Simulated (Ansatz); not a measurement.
# TiTe2 monolayer (1T) under biaxial strain in the plane of the sheet, part 2 of 2

Aim: how do the optical modes of TiTe2 monolayer (1T) shift and split under this strain?

Ansatz 0.2.0; DFT PBE, scalar-relativistic, plane waves, PAW; PAW set soft_1.

So far. Step 4 (Tight relaxation): The largest force component left is 0.038 meV/Å, within the tolerances set.

## 5. Modes at rest

The force constants come from the linear response of the density to a displacement.

The modes at rest are the reference of the series.

Input file input.yaml:

```yaml
crystal:
  lattice:
    - [3.7539879042, 0.0, 0.0]
    - [-1.8769939521, 3.2510488906, 0.0]
    - [0.0, 0.0, 30.424]
  atoms:
    - { symbol: Ti, position: [0.0, 0.0, 0.328687878] }
    - { symbol: Te, position: [0.3333333333, 0.6666666667, 0.3859427272] }
    - { symbol: Te, position: [0.6666666667, 0.3333333333, 0.2714330288] }
  periodic: [true, true, false]
kpoints:
  mp_grid: { grid: [12, 12, 1] }
hamiltonian:
  xc: pbe
  pseudopotentials: { kind: paw, azcp: { folder: soft_1 } }
scf:
  occupations: { method: methfessel_paxton, width: 0.2 }
output:
  eigenvalues: true
phonons:
  method: dfpt
```

Started as:

```sh
$ ansatz run input.yaml --threads 8 --pin off --max-ram 16384MiB --backend cpu --events-out ev --progress --plain --runs-dir out
```

Numbers of over 12 decimals in the logs are rounded to 6 here.

The program printed:

```text
Warning: crystal.symmetry: narrowed to the stabiliser of the run's FFT grids — unitary ops 12 → 6. A phonons.method: dfpt run fills in the rows of the dynamical matrix that it does not solve by its symmetry operations, which is exact only for operations that map its FFT grids onto themselves: filled in by any other, the frequencies could depend on the order in which like atoms are typed, or, by more than the grids' own error, on where the crystal sits among the grids' points. Excluded: 6 operations. The run can therefore solve more perturbations, solve them on more k-points, or both, and cost more. [rest of the remark cut]
[...]
Crystal: 3 atoms, lattice volume = 371.307 Å³
Basis set: ecut = 420 eV, 7313 PW (Γ), exchange–correlation on 54×54×432 points (8 copies of the dense FFT grid, shifted against one another)
Bands: 27, of which v1, the nominal top of the filled ones, is band 22 counted from 1 (21 counted from 0)
Symmetry: 12 space group operations
k-points: 43 of 144 (irreducible under 2 space group operations, time reversal used)
[...]
SCF iter   1: F=—  HF=-16462.154143 eV  |F-HF|=—  |Δ(HF+E_count)|=         —  Δρ=1.33e-2  dr2=1.44e0  ethr=3.10e-3  ⟨swp⟩=13.2  Hψ=7604  notcnv=0
[...]
SCF iter  11: F=-16461.850823 eV  HF=-16461.850823 eV  |F-HF|=1.89e-10  |Δ(HF+E_count)|=   1.56e-9  S|Δr|=    0.00e0  Δρ=3.38e-8  dr2=7.50e-12  ethr=1.00e-12  ⟨swp⟩=12.8  Hψ=9515  notcnv=0
SCF 1 converged in 11 iterations: F = -16461.850823 eV  dr2 = 7.50e-12
[...]
DFPT response loops at Γ: preconditioner auto → none (partly filled bands, converged f_vac=0.750); β = 0.50; Broyden in place of MSR1
SCF converged after 11 iterations
[...]
Free energy (F): -16461.850823 eV
[...]
Internal energy: -16461.854846 eV  (E = F + TS)
E sigma→0 (E₀):  -16461.851828 eV
Entropy (-TS):   0.004024 eV (1.341 meV/atom)
Fermi energy:    -4.838960 eV
[...]
--- Band table (eV; the first three rows and the last of 43) ---
  k-point 0: bands = [... 18 lower, -6.3069, -6.2712, -4.4164, -4.4164, -4.3395, -3.6978, -3.6978, -1.4832, ... 1 higher]
  k-point 1: bands = [... 18 lower, -6.2965, -5.9301, -4.8839, -4.6422, -4.3898, -3.6837, -3.5466, -1.9351, ... 1 higher]
  k-point 2: bands = [... 18 lower, -6.2842, -6.0315, -5.7260, -5.0130, -4.4855, -3.6123, -3.3992, -2.5336, ... 1 higher]
  k-point 42: bands = [... 18 lower, -7.4913, -7.1201, -7.0842, -6.4677, -3.9617, -3.7417, -3.4611, -2.8658, ... 1 higher]
--- Phonons (Γ-DFPT): 6 representative perturbations + reference, on 43 of 144 k-points (Σ response iterations 31) ---
  ASR residual: 1.144e-4 → 0.000e0 eV/Å²; symmetrization residual: 2.406e-5 eV/Å²
  The last average, over the group as it would stand without the narrowing to the FFT grids, took up to 3.220e-6 eV/Å² of the zone centre's force constants
  ASR residual per site (eV/Å²): 1.14e-4 4.08e-5 3.46e-5
  Γ frequencies (cm⁻¹): 0.00 0.00 0.00 92.21 92.21 134.03 155.11 155.11 261.80
  non-analytic LO–TO correction: not included (Born effective charges unavailable; polar crystals: no LO–TO splitting at Γ)
```

Elapsed: 21 s, on 8 threads of AMD EPYC 9B45 (Zen 5), shared host; peak memory 2 GiB; 2.4 min of CPU time.

The column dr2 measures how far the density is from self-consistency, as an energy; F and HF (Harris–Foulkes) agree once it is small.

This step gave:

| Quantity | Value |
| --- | --- |
| sum-rule residual before enforcement | 1.14e-4 eV/Å² |
| point group | -3m |
| highest optical mode at the zone centre (no LO-TO term) | 261.8 cm⁻¹ |
| lowest optical zone-centre mode | 92.21 cm⁻¹ |

Patterns of degenerate modes are one choice out of their space. Modes at Γ, with each element's share of the kinetic energy:

```tsv
mode	frequency (cm⁻¹)	symmetry	Ti %	Te %
1	0.0	acoustic	16	84
2	0.0	acoustic	16	84
3	0.0	acoustic	16	84
4	92.2	Eg	0	100
5	92.2	Eg	0	100
6	134.0	A1g	0	100
7	155.1	Eu	84	16
8	155.1	Eu	84	16
9	261.8	A2u	84	16
```

Displacements in mode 5 (92.2 cm⁻¹), the largest set to 1:
```
Ti1  0.00  0.00  0.00
Te2  0.39  1.00  0.00
Te3 -0.39 -1.00  0.00
```

Displacements in mode 9 (261.8 cm⁻¹), the largest set to 1:
```
Ti1  0.00  0.00  1.00
Te2  0.00  0.00 -0.19
Te3  0.00  0.00 -0.19
```

Before it was imposed, the acoustic sum rule was missed by 1.1e-4 eV/Å². Small misses are needed for a sound result but don't prove that mesh and cutoff are converged. The lowest optical mode is real, 92.2 cm⁻¹.

## 6. Relaxation of a member: biaxial strain of +5 % in the plane of the sheet

The cell takes a biaxial strain of +5 % in the plane of the sheet. The cell is held, and the atoms relax in it.

input.yaml, the sections that differ from step 5:

```yaml
crystal:
  lattice:
    - [3.9416872995, 0.0, 0.0]
    - [-1.9708436497, 3.4136013351, 0.0]
    - [0.0, 0.0, 30.424]
  atoms:
    - { symbol: Ti, position: [0.0, 0.0, 0.328687878] }
    - { symbol: Te, position: [0.3333333333, 0.6666666667, 0.383733158] }
    - { symbol: Te, position: [0.6666666667, 0.3333333333, 0.273642598] }
  periodic: [true, true, false]
output:
  forces: true
  stress: true
  eigenvalues: true
relax:
  adjacent_minimum: "off"
  f_tol: 0.001
  max_steps: 60
# kpoints, hamiltonian, scf: as in step 5
# phonons: removed
```

The program printed:

```text
[...]
--- Relaxed structure (5 steps of the walk, 4 accepted, 0 SCFs on fresh bases) ---
  F+E_penalty+E_count = -16461.75331301 eV   max|allowed force component| = 2.815e-7 eV/Å
  cell:  # Å, volume = 409.3655 Å³
    - [3.941687, -2.8867608666793812e-11, 0.0]
    - [-1.970844, 3.413601, 0.0]
    - [0.0, 0.0, 30.424]
  atoms:
    - { symbol: Ti, position: [0, 0, 0.328688] }
    - { symbol: Te, position: [0.333333, 0.666667, 0.383172] }
    - { symbol: Te, position: [0.666667, 0.333333, 0.274203] }
[key lines of the parts left out:]
SCF converged after 4 iterations
Free energy (F): -16461.753313 eV
Fermi energy:    -4.996679 eV
P = ½ c Tr σ = -2.3189 N/m
```

It took 3.9 s on 8 threads; peak memory 1.1 GiB; 26 s of CPU time.

The steps of the relaxation:

```tsv
step	energy less that of the first step (eV)	largest force component (eV/Å)
1	0.0000	0.1260
2	0.0020	0.1774
3	-0.0022	0.0035
4	-0.0022	0.0012
5	-0.0022	0.0000
```

Relaxation step 2 was tried and not accepted.

Forces are held to the 12 operations that the run works with; a distortion that breaks them can't arise in this run.

The atoms that moved most (Å):

```tsv
atom	dx	dy	dz	length
Te2	0.000	0.000	-0.017	0.017
Te3	0.000	0.000	0.017	0.017
```

The relaxed structure:

```
Ti Te
1.0
     3.94169    0.00000    0.00000
    -1.97084    3.41360    0.00000
     0.00000    0.00000   30.42400
Ti Te
1 2
Direct
  0.00000 0.00000 0.32869
  0.33333 0.66667 0.38317
  0.66667 0.33333 0.27420
```

This step gave:

| Item | Value |
| --- | --- |
| area per atom | 4.485 Å² |

The largest force component left is 2.8e-4 meV/Å.

## 7. Modes of this member: biaxial strain of +5 % in the plane of the sheet

The zone-centre modes follow for biaxial strain of +5 % in the plane of the sheet.

input.yaml, the sections that differ from step 6:

```yaml
crystal:
  lattice:
    - [3.9416872995, 0.0, 0.0]
    - [-1.9708436497, 3.4136013351, 0.0]
    - [0.0, 0.0, 30.424]
  atoms:
    - { symbol: Ti, position: [0.0, 0.0, 0.328687878] }
    - { symbol: Te, position: [0.3333333333, 0.6666666667, 0.3831724294] }
    - { symbol: Te, position: [0.6666666667, 0.3333333333, 0.2742033266] }
  periodic: [true, true, false]
output:
  eigenvalues: true
phonons:
  method: dfpt
# kpoints, hamiltonian, scf: as in step 6
# relax: removed
```

The program printed:

```text
[...]
Crystal: 3 atoms, lattice volume = 409.366 Å³
Basis set: ecut = 420 eV, 8117 PW (Γ), exchange–correlation on 54×54×432 points (8 copies of the dense FFT grid, shifted against one another)
Bands: 27, of which v1, the nominal top of the filled ones, is band 22 counted from 1 (21 counted from 0)
Symmetry: 12 space group operations
k-points: 43 of 144 (irreducible under 2 space group operations, time reversal used)
[...]
SCF iter  11: F=-16461.753313 eV  HF=-16461.753313 eV  |F-HF|=1.02e-10  |Δ(HF+E_count)|=   1.86e-9  S|Δr|=    0.00e0  Δρ=1.04e-8  dr2=6.19e-13  ethr=1.00e-12  ⟨swp⟩=13.5  Hψ=8540  notcnv=0
SCF 1 converged in 11 iterations: F = -16461.753313 eV  dr2 = 6.19e-13
[...]
SCF converged after 11 iterations
[...]
Free energy (F): -16461.753313 eV
[...]
Internal energy: -16461.757347 eV  (E = F + TS)
E sigma→0 (E₀):  -16461.754322 eV
Entropy (-TS):   0.004034 eV (1.345 meV/atom)
Fermi energy:    -4.996663 eV
Step filling:    the computed levels leave a gap of 0.0000 eV = 0.0 smearing widths at the electron count; against every level under it full and every level over it empty, smearing changes F+E_penalty+E_count by -1.249 meV and its σ→0 estimate by -2.258 meV
[...]
--- Band table (eV; the first three rows and the last of 43) ---
  k-point 0: bands = [... 18 lower, -6.8173, -5.9442, -4.7563, -4.7563, -4.3944, -4.3545, -4.3545, -1.9610, ... 1 higher]
  k-point 1: bands = [... 18 lower, -6.8043, -5.7686, -5.2667, -5.0325, -4.5969, -4.1365, -4.0561, -2.3554, ... 1 higher]
  k-point 2: bands = [... 18 lower, -6.7756, -6.2751, -5.5828, -5.4189, -4.6938, -3.9351, -3.8984, -2.8778, ... 1 higher]
  k-point 42: bands = [... 18 lower, -7.6097, -7.1080, -7.0815, -6.4096, -4.3404, -4.0438, -3.9895, -3.0937, ... 1 higher]
[...]
ASR residual: 1.180e-4 → 0.000e0 eV/Å²; symmetrization residual: 8.615e-5 eV/Å²
[...]
ASR residual per site (eV/Å²): 1.18e-4 6.13e-5 5.47e-5
  Γ frequencies (cm⁻¹): 0.00 0.00 0.00 92.29 92.29 126.12 131.86 131.86 226.20
[...]
```

Run time: 22 s. Hardware: 8 threads; peak memory 2.2 GiB.

Numbers from this step:

```
sum-rule residual before enforcement                    : 1.18e-4 eV/Å²
highest optical mode at the zone centre (no LO-TO term) : 226.2 cm⁻¹
lowest optical zone-centre mode                         : 92.29 cm⁻¹
```

Patterns of degenerate modes are one choice out of their space. The modes at Γ (shares of kinetic energy by element, %):

```tsv
mode	frequency (cm⁻¹)	symmetry	Ti %	Te %
1	0.0	acoustic	16	84
2	0.0	acoustic	16	84
3	0.0	acoustic	16	84
4	92.3	Eg	0	100
5	92.3	Eg	0	100
6	126.1	A1g	0	100
7	131.9	Eu	84	16
8	131.9	Eu	84	16
9	226.2	A2u	84	16
```

The lowest optical mode is real, 92.3 cm⁻¹, and the highest lies at 226.2 cm⁻¹.

Between step 5 and this run (strain 5 %) the value for the highest optical mode at the zone centre (no LO-TO term) moves from 262 cm⁻¹ to 226 cm⁻¹ (-14 %).

## 8. A member of the series: biaxial strain of -3 % in the plane of the sheet

The cell takes a biaxial strain of -3 % in the plane of the sheet. The cell is held, and the atoms relax in it.

input.yaml, the sections that differ from step 7:

```yaml
crystal:
  lattice:
    - [3.6413682672, 0.0, 0.0]
    - [-1.8206841336, 3.1535174239, 0.0]
    - [0.0, 0.0, 30.424]
  atoms:
    - { symbol: Ti, position: [0.0, 0.0, 0.328687878] }
    - { symbol: Te, position: [0.3333333333, 0.6666666667, 0.3870403005] }
    - { symbol: Te, position: [0.6666666667, 0.3333333333, 0.2703354555] }
  periodic: [true, true, false]
output:
  forces: true
  stress: true
  eigenvalues: true
relax:
  adjacent_minimum: "off"
  f_tol: 0.001
  max_steps: 60
# kpoints, hamiltonian, scf: as in step 7
# phonons: removed
```

The program printed:

```text
[...]
Crystal: 3 atoms, lattice volume = 349.362 Å³
Basis set: ecut = 420 eV, 6749 PW (Γ), exchange–correlation on 50×50×432 points (8 copies of the dense FFT grid, shifted against one another)
Bands: 27, of which v1, the nominal top of the filled ones, is band 22 counted from 1 (21 counted from 0)
Symmetry: 12 space group operations
[...]
--- Relaxed structure (5 steps of the walk, 4 accepted, 0 SCFs on fresh bases) ---
  F+E_penalty+E_count = -16461.80975404 eV   max|allowed force component| = 1.981e-6 eV/Å
  cell:  # Å, volume = 349.3624 Å³
    - [3.641368, 0.0, 0.0]
    - [-1.820684, 3.153517, 0.0]
    - [0.0, 0.0, 30.424]
  atoms:
    - { symbol: Ti, position: [0, 0, 0.328687878] }
    - { symbol: Te, position: [0.333333, 0.666667, 0.387583] }
    - { symbol: Te, position: [0.666667, 0.333333, 0.269792] }
[key lines of the parts left out:]
SCF converged after 4 iterations
Free energy (F): -16461.809754 eV
Fermi energy:    -4.676153 eV
P = ½ c Tr σ = 1.9230 N/m
```

Elapsed: 3.6 s, on 8 threads; peak memory 0.96 GiB.

Step by step:

```tsv
step	energy less that of the first step (eV)	largest force component (eV/Å)
1	0.0000	0.1495
2	0.0033	0.2239
3	-0.0025	0.0053
4	-0.0025	0.0014
5	-0.0025	0.0000
```

Relaxation step 2 was tried and not accepted.

Forces are held to the 12 operations that the run works with; a distortion that breaks them can't arise in this run.

The atoms that moved most (Å):

```tsv
atom	dx	dy	dz	length
Te2	0.000	0.000	0.017	0.017
Te3	0.000	0.000	-0.017	0.017
```

The relaxed structure:

```xyz
3
Lattice="3.6414 0.0000 0.0000 -1.8207 3.1535 0.0000 0.0000 0.0000 30.4240" Properties=species:S:1:pos:R:3
Ti    0.0000    0.0000   10.0000
Te    0.0000    2.1023   11.7918
Te    1.8207    1.0512    8.2082
```

This step gave:

```yaml
area_per_atom: 3.828 Å²
```

The largest force component left is 0.0020 meV/Å.

## 9. Modes of this member: biaxial strain of -3 % in the plane of the sheet

The zone-centre modes follow for biaxial strain of -3 % in the plane of the sheet.

input.yaml, the sections that differ from step 8:

```yaml
crystal:
  lattice:
    - [3.6413682672, 0.0, 0.0]
    - [-1.8206841336, 3.1535174239, 0.0]
    - [0.0, 0.0, 30.424]
  atoms:
    - { symbol: Ti, position: [0.0, 0.0, 0.328687878] }
    - { symbol: Te, position: [0.3333333333, 0.6666666667, 0.3875833031] }
    - { symbol: Te, position: [0.6666666667, 0.3333333333, 0.2697924529] }
  periodic: [true, true, false]
output:
  eigenvalues: true
phonons:
  method: dfpt
# kpoints, hamiltonian, scf: as in step 8
# relax: removed
```

The program printed:

```text
[...]
Crystal: 3 atoms, lattice volume = 349.362 Å³
Basis set: ecut = 420 eV, 6749 PW (Γ), exchange–correlation on 50×50×432 points (8 copies of the dense FFT grid, shifted against one another)
Bands: 27, of which v1, the nominal top of the filled ones, is band 22 counted from 1 (21 counted from 0)
Symmetry: 12 space group operations
[...]
k-point 2: bands = [... 18 lower, -5.9362, -5.9283, -5.6720, -4.7215, -4.3804, -3.4107, -3.0170, -2.3016, ... 1 higher]
  k-point 42: bands = [... 18 lower, -7.4261, -7.1043, -7.0830, -6.4807, -3.7038, -3.6167, -3.0520, -2.7183, ... 1 higher]
[...]
ASR residual: 8.812e-5 → 0.000e0 eV/Å²; symmetrization residual: 5.685e-5 eV/Å²
[...]
ASR residual per site (eV/Å²): 7.27e-5 8.81e-5 8.62e-5
  Γ frequencies (cm⁻¹): 0.00 0.00 0.00 91.44 91.44 137.84 176.87 176.87 278.55
[...]
[key lines of the parts left out:]
SCF converged after 12 iterations
Free energy (F): -16461.809754 eV
Fermi energy:    -4.676137 eV
```

Elapsed: 19 s, on 8 threads; peak memory 1.9 GiB.

Numbers from this step:

```yaml
sum_rule_residual_before_enforcement: 8.81e-5 eV/Å²
highest_optical_mode_at_the_zone_centre_no_lo_to_term: 278.6 cm⁻¹
lowest_optical_zone_centre_mode: 91.44 cm⁻¹
```

Patterns of degenerate modes are one choice out of their space. The modes at Γ (shares of kinetic energy by element, %):

```tsv
mode	frequency (cm⁻¹)	symmetry	Ti %	Te %
1	0.0	acoustic	16	84
2	0.0	acoustic	16	84
3	0.0	acoustic	16	84
4	91.4	Eg	0	100
5	91.4	Eg	0	100
6	137.8	A1g	0	100
7	176.9	Eu	84	16
8	176.9	Eu	84	16
9	278.6	A2u	84	16
```

Displacements in mode 4 (91.4 cm⁻¹), the largest set to 1:
```
Ti1  0.00  0.00  0.00
Te2  0.00  1.00  0.00
Te3  0.00 -1.00  0.00
```

Displacements in mode 6 (137.8 cm⁻¹), the largest set to 1:
```
Ti1  0.00  0.00  0.00
Te2  0.00  0.00  1.00
Te3  0.00  0.00 -1.00
```

The lowest optical mode is real, 91.4 cm⁻¹, and the highest lies at 278.6 cm⁻¹.

For the highest optical mode at the zone centre (no LO-TO term), step 5 gave 262 cm⁻¹; this run, with strain -3 %, gives 279 cm⁻¹ (+6 %).

## 10. The series together

The members are set side by side, also those not shown above.

Energies are extrapolated to zero smearing, and E0 is that at rest; the cell is clamped and the atoms are relaxed; all runs use 12×12×1 k points and Methfessel-Paxton smearing of 0.2 eV. State of the crystal along the series:

```tsv
strain (%)	E - E0 (meV/atom)
-3	13.62
-2	5.912
-1	1.459
0	0
1	1.392
2	5.526
3	12.22
4	21.27
5	32.5
```

Optical modes are counted from below at rest and tracked from member to member by their patterns, and modes that stay within 0.3 cm⁻¹ of each other stand once; labels, where given, are those at rest; the cell is clamped and the atoms are relaxed; all runs use 12×12×1 k points and Methfessel-Paxton smearing of 0.2 eV. Optical modes along the series:

```tsv
strain (%)	optical mode 1 Eg (cm⁻¹)	optical mode 2 A1g (cm⁻¹)	optical mode 3 Eu (cm⁻¹)	optical mode 4 A2u (cm⁻¹)
-3	91.44	137.8	176.9	278.6
-2	91.77	136.6	171.4	273.2
-1	92.01	135.2	163.8	267.7
0	92.21	134	155.1	261.8
1	92.39	132.8	146.6	255.5
2	92.5	131.3	139.8	248.7
3	92.52	129.5	135.5	241.5
4	92.46	127.8	133.3	234
5	92.29	126.1	131.9	226.2
```

Value and slope at zero strain of a cubic (a lower polynomial where under five rows exist) through the rows within 2 % of rest. Slopes at rest:

```tsv
mode	frequency (cm⁻¹)	shift per percent of strain (cm⁻¹)
optical mode 1 Eg	92.2	0.19
optical mode 2 A1g	134	-1.2
optical mode 3 Eu	155.1	-8.87
optical mode 4 A2u	261.8	-6.1
```

## 11. Outcome

| Item | Value |
| --- | --- |
| members | 9 |
| highest optical mode at the zone centre (no LO-TO term), at rest | 261.8 cm⁻¹ |
| optical mode 1 Eg, shift per percent | 0.19 cm⁻¹ |
| optical mode 2 A1g, shift per percent | -1.20 cm⁻¹ |
| optical mode 3 Eu, shift per percent | -8.87 cm⁻¹ |
| optical mode 4 A2u, shift per percent | -6.10 cm⁻¹ |

In words: The fastest shift in the table of slopes is -8.9 cm⁻¹ for each percent (optical mode 3 Eu). These are harmonic frequencies at zero temperature: anharmonic shifts, linewidths and thermal expansion are left out. Spin-orbit coupling is left out, which can matter for the heavy elements here. With no gap, or one that is small against the smearing, the frequencies hang on the k mesh and the smearing, most of all near Kohn anomalies. A semilocal functional can close a gap that the real compound would have, so the metallic treatment may be an artefact of the level. The starting cell was built on a prototype and not taken from a measurement. Only the zone centre was solved, so an instability at another wavevector cannot show here.

[Logs are printed without paths, hosts, clocks, repeated set-up lines and the standing remarks that a program may print on its own settings, such as how far it seeks lower states.]

[Hosts, paths, dates, database ids (printed as entryN), source tags and the programs' standing remarks are cut or masked in the printed files.]
